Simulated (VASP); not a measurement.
# Settings for C₃H₇Cl: nudged elastic band

C₃H₇Cl, molecule in box, 11 atoms in the cell. R2SCAN, nudged elastic band; PAW potentials C, H, Cl (PBE set). VASP 6.6.1.

Wanted: barrier within 0.02 eV.

Path: methyl rotation in C3H7Cl; Moving images: 3.

The series start from Cutoff ENCUT (eV): 400; SCF threshold EDIFF (eV): 1e-5; PREC: Normal; LREAL: no. Each series keeps the choices made before it, and each single choice may use up half of a tolerance. Times cover all steps of a run.

## Cutoff ENCUT (eV)

| Cutoff ENCUT (eV) | Barrier (eV) | Time (s) |
|---|---|---|
| 350 | 0.122 | 597 |
| 400 | 0.122 | 643 |
| 450 | 0.121 | 628 |
| 500 | 0.121 | 610 |
| 550 | 0.121 | 652 |
| 600 (reference) | 0.121 | 754 |

Chosen: 350, the loosest value from which every tighter one stays within half of the tolerance.

## SCF threshold EDIFF (eV)

| SCF threshold EDIFF (eV) | Barrier (eV) | Time (s) |
|---|---|---|
| 0.001 | 0.123 | 228 |
| 0.0001 | 0.123 | 348 |
| 1e-5 | 0.122 | 597 |
| 1e-6 (reference) | 0.122 | 1465 |

Chosen: 0.001.

## PREC

| PREC | Barrier (eV) | Time (s) |
|---|---|---|
| Normal | 0.123 | 228 |
| Accurate | 0.123 | 478 |

Chosen: Normal; no other choice that stays within half of the tolerance saves 30 % of the time.

## LREAL

| LREAL | Barrier (eV) | Time (s) |
|---|---|---|
| no | 0.123 | 228 |
| Auto | 0.123 | 233 |

Chosen: no.

## All choices together

| Input | Barrier (eV) | Time (s) |
|---|---|---|
| chosen settings | 0.123 | 228 |
| reference settings throughout | 0.121 | 1180 |

The tolerance is met.

## The input

INCAR.step1:
```
ALGO = Normal ; EDIFF = 0.001
EDIFFG = -0.02 ; ENCUT = 350
IBRION = 2 ; ISIF = 2
ISMEAR = 0 ; ISYM = 0
LASPH = T ; LCHARG = F
LMIXTAU = T ; LREAL = F
LWAVE = F ; METAGGA = R2SCAN
NELM = 100 ; NSW = 100
POTIM = 0.5 ; PREC = Normal
SIGMA = 0.01
```

INCAR.step3, as INCAR.step1 but for:
```
- EDIFFG = -0.02
- IBRION = 2
- ISIF = 2
- POTIM = 0.5
+ EDIFFG = -0.05
+ IBRION = 1
+ IMAGES = 3
+ POTIM = 0.3
+ SPRING = -5
```

KPOINTS:
```
k-points
0
Gamma
  1 1 1
```

00/POSCAR:
```
H7C3Cl
1.0
   11.0000000000      0.0000000000      0.0000000000
    0.0000000000      9.5000000000      0.0000000000
    0.0000000000      0.0000000000      9.0000000000
C H Cl
3 7 1
Direct
    0.5230799362      0.4352662350      0.4999705745
    0.6568137472      0.4771693982      0.4999715584
    0.4423787770      0.5642356931      0.4999704077
    0.5019979998      0.3709551301      0.5978822197
    0.5019889591      0.3709480716      0.4020669898
    0.7151965256      0.3839071272      0.4999726106
    0.6796602775      0.5397677781      0.4015702791
    0.6796590056      0.5397887979      0.5983587174
    0.4571945468      0.6290342973      0.5988047144
    0.4571878233      0.6290302782      0.4011318771
    0.2842915742      0.5179510674      0.4999750005
```

01/POSCAR:
```
H7C3Cl
1.0
   11.0000000000      0.0000000000      0.0000000000
    0.0000000000      9.5000000000      0.0000000000
    0.0000000000      0.0000000000      9.0000000000
C H Cl
3 7 1
Direct
    0.5213042545      0.4348460658      0.4999942877
    0.6539666706      0.4762629789      0.5000260247
    0.4417422222      0.5644522083      0.5000282845
    0.5015427219      0.3706543860      0.5980823394
    0.5015071950      0.3707373888      0.4018619443
    0.7135169839      0.4002144551      0.4442454379
    0.6737923644      0.5765601799      0.4442162620
    0.6938103212      0.4884623540      0.6112230728
    0.4572184764      0.6290007775      0.5987112223
    0.4568687806      0.6290412751      0.4012782037
    0.2841791815      0.5178218048      0.5000078699
```

02/POSCAR:
```
H7C3Cl
1.0
   11.0000000000      0.0000000000      0.0000000000
    0.0000000000      9.5000000000      0.0000000000
    0.0000000000      0.0000000000      9.0000000000
C H Cl
3 7 1
Direct
    0.5229741269      0.4353626054      0.5000295501
    0.6568793996      0.4771706054      0.5000295501
    0.4418260360      0.5643378686      0.5000295501
    0.5021652178      0.3711759739      0.5977185501
    0.5021652178      0.3711759739      0.4023405501
    0.7029591697      0.4358577182      0.4017064341
    0.6674142983      0.5916587598      0.4997143906
    0.7036828711      0.4359163421      0.5980177240
    0.4575424905      0.6288552370      0.5985251056
    0.4575424905      0.6288552370      0.4015339945
    0.2842978542      0.5176875528      0.5000295501
```

03/POSCAR:
```
H7C3Cl
1.0
   11.0000000000      0.0000000000      0.0000000000
    0.0000000000      9.5000000000      0.0000000000
    0.0000000000      0.0000000000      9.0000000000
C H Cl
3 7 1
Direct
    0.5213209584      0.4347669940      0.5000671932
    0.6539678877      0.4762427565      0.4999907285
    0.4417575206      0.5643790024      0.5000130608
    0.5015184694      0.3706612139      0.5982052527
    0.5015530571      0.3705845789      0.4019708423
    0.6931567661      0.4884808753      0.3885172815
    0.6737590506      0.5767633350      0.5553670734
    0.7140875781      0.4004920466      0.5554437808
    0.4568905732      0.6289858850      0.5987452484
    0.4572400345      0.6289280251      0.4013295168
    0.2841972765      0.5177691614      0.5000249707
```

04/POSCAR:
```
H7C3Cl
1.0
   11.0000000000      0.0000000000      0.0000000000
    0.0000000000      9.5000000000      0.0000000000
    0.0000000000      0.0000000000      9.0000000000
C H Cl
3 7 1
Direct
    0.5231126641      0.4351094670      0.5000880087
    0.6567840365      0.4772724125      0.4999066363
    0.4424080043      0.5640913080      0.5000518547
    0.5020040409      0.3707992929      0.5980027551
    0.5020255262      0.3708193738      0.4021578085
    0.6791898446      0.5399215528      0.4013953533
    0.6795897967      0.5400687579      0.5981795657
    0.7155353274      0.3843152201      0.4997913713
    0.4572333141      0.6289209736      0.5988542584
    0.4572389109      0.6288898299      0.4012160838
    0.2843277066      0.5178456856      0.5000312533
```

POSCAR.step1:
```
H7C3Cl
1.0
   11.0000000000      0.0000000000      0.0000000000
    0.0000000000      9.5000000000      0.0000000000
    0.0000000000      0.0000000000      9.0000000000
C H Cl
3 7 1
Direct
    0.5229668586      0.4353938163      0.4999704499
    0.6568721314      0.4772018163      0.4999704499
    0.4418187677      0.5643690795      0.4999704499
    0.5021579495      0.3712071847      0.5976594499
    0.5021579495      0.3712071847      0.4022814499
    0.7150438586      0.3839643426      0.4999704499
    0.6795353132      0.5396093953      0.4016671166
    0.6795353132      0.5396093953      0.5982737833
    0.4575352223      0.6288864479      0.5984660055
    0.4575352223      0.6288864479      0.4014748944
    0.2842905859      0.5177187637      0.4999704499
```

POSCAR.step2:
```
H7C3Cl
1.0
   11.0000000000      0.0000000000      0.0000000000
    0.0000000000      9.5000000000      0.0000000000
    0.0000000000      0.0000000000      9.0000000000
C H Cl
3 7 1
Direct
    0.5229886634      0.4353001837      0.5000295501
    0.6568939361      0.4771081837      0.5000295501
    0.4418405725      0.5642754468      0.5000295501
    0.5021797543      0.3711135521      0.5977185501
    0.5021797543      0.3711135521      0.4023405501
    0.6787897918      0.5396444694      0.4017064341
    0.6794408413      0.5400150712      0.5980177240
    0.7157094141      0.3842726535      0.4997143906
    0.4575570270      0.6287928153      0.5985251056
    0.4575570270      0.6287928153      0.4015339945
    0.2843123906      0.5176251311      0.5000295501
```

Commands (each step's output is kept before the next begins):
```
cat potpaw_PBE.64/C/POTCAR potpaw_PBE.64/H/POTCAR potpaw_PBE.64/Cl/POTCAR > POTCAR
cp INCAR.step1 INCAR
cp POSCAR.step1 POSCAR
mpirun -np 2 vasp_gam > vasp.out
cp POSCAR.step2 POSCAR
mpirun -np 2 vasp_gam > vasp.out
# 00 and 04 hold the relaxed ends, the second shifted as a whole so that the mean position stays; the images between are interpolated (pair-distance (IDPP), through a guessed midpoint)
cp INCAR.step3 INCAR
mpirun -np 3 vasp_gam > vasp.out
```

The chosen input took VASP 6.6.1 228 s on 3 cores (Intel Xeon 6975P-C (Granite Rapids)), a shared host.
